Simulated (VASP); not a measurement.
A run of VASP 6.6.1 is set up as follows.

The input INCAR:

```
PREC     = Accurate       # precision mode
ENCUT    = 520            # plane-wave cutoff, eV
EDIFF    = 1E-7           # SCF threshold, eV
ISMEAR   = 0              # smearing method
SIGMA    = 0.15           # smearing width, eV
LREAL    = False          # projectors in reciprocal space
LASPH    = True           # aspherical terms in the spheres
NELM     = 100            # most SCF steps
ALGO     = Fast           # electronic algorithm
ISIF     = 2              # what is computed and relaxed
LWAVE    = False          # write WAVECAR
LCHARG   = False          # write CHGCAR
GGA      = CA             # functional
NBANDS   = 16             # bands
```

The input KPOINTS:

```
Automatic mesh
0
Gamma
  18 18 18
```

Contents of POSCAR:

```
GaSb
1.0
   -2.7534340000      2.7534340000      1.5907070000
    2.7534340000     -2.7534340000      1.5907070000
    2.7534340000      2.7534340000     -1.5907070000
Ga Sb
1 1
Direct
    0.2500000000      0.7500000000      0.5000000000
    0.0000000000      0.0000000000      0.0000000000
```

Potentials or basis: VASP PAW LDA potentials, release 64 (Ga_d, Sb).

Run with:

```sh
$ cat potpaw_LDA.64/Ga_d/POTCAR potpaw_LDA.64/Sb/POTCAR > POTCAR
$ mpirun -np 1 vasp_std > vasp.out
```

Question: Predict the pressure.

Answer: -4.1 GPa.

Question: Predict the band gap on the k mesh.

Answer: None (metal or under the smearing width).

Stress tensor (GPa, compression positive):
```
-3.99  0.00  0.00
 0.00 -3.99  0.00
 0.00  0.00 -4.43
```

Spin-orbit coupling is left out, which matters for the levels of Sb.
